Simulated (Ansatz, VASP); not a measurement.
# SrO in VASP and in Ansatz

```
Sr O
1.0
     0.00000    2.56630    2.56630
     2.56630    0.00000    2.56630
     2.56630    2.56630    0.00000
Sr O
1 1
Direct
  0.50000 0.50000 0.50000
  0.00000 0.00000 0.00000
```

Alike in both runs: task relaxation of cell and atoms; functional PBEsol; k mesh 12 × 12 × 12; occupations fermi-dirac, width 0.1 eV; no spin polarisation.

```csv
,VASP,Ansatz
version,VASP 6.6.1,Ansatz 0.2.0
potentials or method,"VASP PAW PBE potentials, release 64 (Sr_sv, O)","PAW with Ansatz's default frozen-core files, scalar-relativistic"
plane-wave cutoff (eV),600,420
valence electrons in the cell,16,16
```

Ansatz gave:

| Item | Value |
| --- | --- |
| relaxed volume (Å³/atom) | 16.81 |
| relaxed cell length with the largest relative difference (Å) | 3.622 |

Problem. What did VASP give for the same quantities?

Solution. Relaxed volume (Å³/atom): 16.90; relaxed cell length with the largest relative difference (Å): 3.629.

Caveats: the relaxation stopped at its first step, so nothing moved; the PAW data sets were made with another functional, which shifts forces and pressure a little (VASP). A k mesh can miss the band edges.
